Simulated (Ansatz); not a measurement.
Crystal: ZrC.

```
CELL_PARAMETERS angstrom
0.00000 2.36500 2.36500
2.36500 0.00000 2.36500
2.36500 2.36500 0.00000
ATOMIC_POSITIONS crystal
Zr 0.50000 0.50000 0.50000
C 0.00000 0.00000 0.00000
```

Base run:

- Program: Ansatz 0.2.0
- Functional: PBEsol
- Potentials or basis: Ansatz PAW
- Cutoff: 420 eV
- Density cutoff: 1680 eV
- k mesh: 7 × 7 × 7
- Occupations: fermi-dirac, width 0.05 eV
- Spin: spin-orbit coupling, no magnetisation

Its results: band gap on the k mesh none (metal or under the smearing width); pressure -8.5 GPa.

Task: The run is repeated on the same cell with these changes: functional from PBEsol to PBE. What comes out?

Result: Band gap on the k mesh none (metal or under the smearing width); pressure -3.0 GPa.

PBE binds less tightly than PBEsol, so the same cell stands under more pressure.

Caveats: the PAW data sets come from PBE, with cores solved anew for the run's functional, which leaves a small shift of forces and pressure (some runs).

Not every run made on this cell is shown here.
